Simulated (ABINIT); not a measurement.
Wanted: the native input for an ABINIT 10.8.3 (patched build) run.

```yaml
Task: band structure
Functional: LDA
Potentials_or_basis: PseudoDojo NC SR LDA v0.4 stringent
Cutoff: 1252 eV
k_mesh: 11 × 11 × 11
Occupations: fermi-dirac, width 0.05 eV
Spin: no spin polarisation
```

MgO:

```
Mg O
1.0
     0.00000    2.09700    2.09700
     2.09700    0.00000    2.09700
     2.09700    2.09700    0.00000
Mg O
1 1
Direct
  0.00000 0.00000 0.00000
  0.50000 0.50000 0.50000
```

The cell is a database's computed one.

The input as run:

run.abi

```
ndtset 2

pp_dirpath "./"
pseudos "Mg.upf, O.upf"

acell 3*1.0 Angstrom
rprim
     0.0000000000     2.0970013927     2.0970013927
     2.0970013927     0.0000000000     2.0970013927
     2.0970013927     2.0970013927     0.0000000000
ntypat 2
znucl 12 8
natom 2
typat 1 2
xcart
     0.0000000000     0.0000000000     0.0000000000
     3.9627583152     3.9627583152     3.9627583152

ecut 46.0

ixc 7

occopt 3
tsmear 0.05 eV

nstep 100

iomode 3
prtwf 0
prteig 0
prtebands 0
enunit 1
prtden1 1
prtvha1 1
prtvclmb1 1
prtpot1 1
prtelf1 1

kptopt1 1
ngkpt1 11 11 11
nshiftk1 1
shiftk1 0.0 0.0 0.0
nband1 12
tolvrs1 1.0e-10

iscf2 -2
getden2 1
nband2 16
nbdbuf2 2
tolwfr2 1.0e-12
kptopt2 -9
ndivsm2 5
prteig2 1
kptbounds2
     0.0000000000     0.0000000000     0.0000000000
     0.5000000000     0.0000000000     0.5000000000
     0.5000000000     0.2500000000     0.7500000000
     0.3750000000     0.3750000000     0.7500000000
     0.0000000000     0.0000000000     0.0000000000
     0.5000000000     0.5000000000     0.5000000000
     0.6250000000     0.2500000000     0.6250000000
     0.5000000000     0.2500000000     0.7500000000
     0.5000000000     0.5000000000     0.5000000000
     0.3750000000     0.3750000000     0.7500000000
```

Potentials or basis: PseudoDojo NC SR LDA v0.4 stringent.

Launch:

```sh
$ abinit run.abi > log 2>&1
```

Results of the run:

- Pressure: -3.8 GPa
- Band gap on the k mesh: 4.81 eV, direct
- Band gap along the path: 4.81 eV, direct
- Valence electrons inside the program's atomic spheres: Mg 8.43; O 6.30

It took 59 s on 1 thread of Arm Neoverse V2, on a shared host, peak memory 0.11 GiB.
